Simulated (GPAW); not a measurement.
## Fitting the revPBE+D4 energy curve of Pt

It takes space group Fm-3m (No. 225, cubic). Conventional cell: a = 3.922 Å, b = 3.922 Å, c = 3.922 Å, α = 90.00°, β = 90.00°, γ = 90.00°. Around Pt (site symmetry m-3m) lie 12 Pt at 2.77 Å.

The cell was scaled at fixed shape and fractions and run with GPAW, the program's PAW data sets (release 1.2.1) made for this functional, cutoff 600 eV; revPBE+D4, k mesh 9 × 9 × 9 on the cell of 1 atom, fermi-dirac occupations of 0.05 eV, no spin polarisation, no spin-orbit coupling. Energies are those that the program minimises, any entropy of the smearing included. For a metal such a mesh isn't converged to the digits shown.

```tsv
V (Å³/atom)	energy over the lowest row (meV/atom)
14.1750	52.11
14.4766	21.80
14.7782	5.00
15.0798	0.00
15.3814	5.43
15.6830	?
15.9846	42.70
```

Fit the third-order Birch-Murnaghan form, give V0, B0 and B′, and predict the energy left open.

With y = (V0/V)^(2/3), E = E0 + (9 V0 B0/16) [(y - 1)³ B′ + (y - 1)² (6 - 4y)]. Least squares through the rows shown give V0 = 15.0669 Å³/atom, E0 = -0.01 meV, B0 = 277.7 GPa (1 eV/Å³ = 160.218 GPa) and B′ = 5.40, with a largest miss of 0.02 meV. At V = 15.6830 the form with these constants gives 20.03 meV; the run gave 20.03 meV an atom. Measured volume: 15.1 Å³/atom at 300 K (a printed reference work), so the fit lies -0.2 % from it. The runs are for a static lattice.
